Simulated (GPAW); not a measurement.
Runs of GPAW 26.7.0 on InP. Symmetry: F-43m, No. 216, cubic system. Conventional cell: a = 5.861 Å, b = 5.861 Å, c = 5.861 Å, α = 90.00°, β = 90.00°, γ = 90.00°. Around In (site symmetry -43m) lie 4 P at 2.54 Å. P (site symmetry -43m) is surrounded by 4 In at 2.54 Å. 

| task | level | potentials or basis | cell | k mesh | cutoff (eV) | smearing | response ecut | response k mesh | response bands | kernels | coarser k mesh | gap on the mesh (eV) |
| --- | --- | --- | --- | --- | --- | --- | --- | --- | --- | --- | --- | --- |
| single point | PBE | GPAW PAW data sets (gpaw-data 1.2.1), pw | as given | 8 × 8 × 8 | 600 | fermi-dirac 0.05 eV | - | - | - | - | - | (a) |
| dielectric tensor | PBE | GPAW PAW data sets (gpaw-data 1.2.1), pw | volume scaled by 0.96 | 7 × 7 × 7 | 400 | fermi-dirac 0.001 eV | 80 eV | 20 × 20 × 20 | 25 | ["RPA", "LR0.3", "ALDA"] | 14 × 14 × 14 | 0.92 |
| one-shot levels on a semilocal density | SCAN | GPAW PAW data sets (gpaw-data 1.2.1), pw | volume scaled by 0.96 | 5 × 5 × 5 | 400 | fermi-dirac 0.001 eV | - | - | - | - | - | 1.28 |
| eps q | PBE | GPAW PAW data sets (gpaw-data 1.2.1), pw | volume scaled by 0.92 | 7 × 7 × 7 | 400 | fermi-dirac 0.001 eV | 80 eV | 13 × 13 × 13 | 29 | - | - | 1.15 |

Alike in all rows: no spin polarisation.

Fill in the values left out.

(a) 0.71.

Caveats: spin-orbit coupling is left out, which moves the levels of the heavy elements; the long-wavelength limit can be off by a per cent or two (some runs); energy and the plain gap are those of the semilocal run (some runs); the hybrids' values are one shot on its orbitals and mesh (some runs); an odd mesh through Γ misses points on the zone boundary, where band edges often lie (some runs).

A k mesh can miss the band edges, and the runs leave out spin-orbit coupling on In.
